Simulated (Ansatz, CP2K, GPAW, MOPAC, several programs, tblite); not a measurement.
# PbS: cheap methods against density-functional theory

Aim: run PbS through methods of unlike cost and see what each gets, and at what price.

Program: MOPAC, tblite, CP2K, GPAW, Ansatz (versions at each run). Level of theory: no spin polarisation, static lattice; gaps from single points on the cell relaxed beforehand with r²SCAN+rVV10. These are calculated values, not measurements.

## (1) Starting point

The structure is hexagonal, space group P6_3mc (No. 186). The conventional cell has a = 4.086 Å, b = 4.086 Å, c = 7.469 Å, α = 90.00°, β = 90.00°, γ = 120.00°. Pb (site symmetry 3m) has 6 S at 2.85 to 3.19 Å as nearest neighbours. S (site symmetry 3m) has 6 Pb at 2.85 to 3.19 Å as nearest neighbours.

As a file:

```xyz
4
Lattice="2.0429 -3.5385 0.0000 2.0429 3.5385 0.0000 0.0000 0.0000 7.4692" Properties=species:S:1:pos:R:3 pbc="T T T"
Pb    2.0429    3.5385    3.6070
Pb    2.0429   -3.5385    7.3416
S     2.0429   -1.1795    5.2007
S     2.0429    1.1795    1.4661
```

The structure type (database structure) is imposed and need not be the compound's stable one.

**Question.** The methods are PM6, PM7, GFN1-xTB (tblite), GFN2-xTB (tblite), PBE/DZVP, PBE/single-zeta, PBE/SZV, coarse PBE, GLLB-SC, PBE, r2SCAN. What gap does r2SCAN give on this cell, and which other methods (full PBE left aside) come nearest to r2SCAN and farthest in gap?

```
                                      quantity                                       value
                                        r2SCAN                                 gap 0.57 eV
gap: nearest and farthest of the other methods  PBE/single-zeta (-0.13 eV), PM7 (+5.89 eV)
```

**Reading.** For the gap, of the 9 methods compared (full PBE left aside), PBE/single-zeta comes nearest to r2SCAN and PM7 is farthest. A minimal basis or a coarse cutoff and mesh shifts results by its own error, so closeness to r2SCAN can be chance. Cluster runs see only the k-points that fold onto the zone centre, so their gaps can miss the band edges. GLLB-SC is compared with its derivative discontinuity added. No r2SCAN modulus is at hand, so moduli aren't ranked. CPU times run from 2.2 s (GFN1-xTB (tblite)) to 1.7 min (r2SCAN). r2SCAN is a yardstick, not the truth: it usually gives gaps below the measured ones. Spin-orbit coupling is left out throughout.
